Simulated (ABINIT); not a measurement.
The system is NaCl.

```xyz
2
Lattice="3.5022 0.0000 0.0000 0.0000 3.5022 0.0000 0.0000 0.0000 3.5022" Properties=species:S:1:pos:R:3 pbc="T T T"
Cl    1.7511    1.7511    1.7511
Na    0.0000    0.0000    0.0000
```

Measurements of this composition are mostly on another form, of space group No. 225.

Base run:

```yaml
Program: ABINIT 10.8.3 (patched build)
Functional: PBE0
Potentials_or_basis: SPMS NC PBE v1.0
Cutoff: 599 eV
k_mesh: 6 × 6 × 6
Occupations: fixed
Spin: no spin polarisation
```

Its results: band gap on the k mesh 6.00 eV, indirect (least direct gap 6.53 eV); pressure -0.5 GPa.

Q: The run is repeated on the same cell with these changes: functional from PBE0 to PBEsol. What comes out?

A: Band gap on the k mesh 3.84 eV, indirect (least direct gap 4.34 eV); pressure -1.1 GPa.

PBE0 gives the wider gap, since exact exchange removes part of the self-interaction.

Caveats: the potentials were made for another functional, which shifts forces and pressure.

A k mesh can miss the band edges.
